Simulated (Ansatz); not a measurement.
The system is Ti3Ni.

```
CELL_PARAMETERS angstrom
3.93518 0.00000 0.00000
0.00000 3.93518 0.00000
0.00000 0.00000 3.93518
ATOMIC_POSITIONS crystal
Ni 0.00000 0.00000 0.00000
Ti 0.50000 0.50000 0.00000
Ti 0.50000 0.00000 0.50000
Ti 0.00000 0.50000 0.50000
```

The cell comes from a database or a generator and needn't be the stable form of this composition.

| Quantity | Value |
| --- | --- |
| Program | Ansatz 0.2.0 |
| Task | relaxation of cell and atoms |
| Functional | PBEsol |
| Potentials or basis | Ansatz PAW |
| Cutoff | 420 eV (not typed: the program's choice for these potentials) |
| k mesh | 7 × 7 × 7 |
| Occupations | fermi-dirac, width 0.05 eV |
| Spin | collinear spin, ferromagnetic start |
| Starting moments | [1.0, 1.0, 1.0, 1.0] μB |

At the start: volume 15.23 Å³/atom.

Q: How do energy, volume and symmetry change on relaxing?

A: It ends after 5 steps and the volume is 14.64 Å³/atom (-3.9 %); space group Pm-3m (No. 221, to 0.05 Å); moment 0.00 μB per cell.

The path:
```csv
step,energy change (eV),largest force (eV/Å),volume (Å³)
1,0.0000,0.0000,60.94
2,-0.0311,0.0000,57.56
3,-0.0388,0.0000,58.63
4,-0.0388,0.0000,58.58
5,-0.0385,0.0000,58.58
```

Final structure:
```
Ni Ti
1.0
     3.88365    0.00000    0.00000
     0.00000    3.88365    0.00000
     0.00000    0.00000    3.88365
Ni Ti
1 3
Direct
  0.00000 0.00000 0.00000
  0.50000 0.50000 0.00000
  0.50000 0.00000 0.50000
  0.00000 0.50000 0.50000
```

Caveat: the plane-wave basis is chosen anew once the cell has moved, so the energies of steps on either side of that aren't comparable; the PAW data sets come from PBE, with cores solved anew for the run's functional, which leaves a small shift of forces and pressure; the starting moments weren't kept.
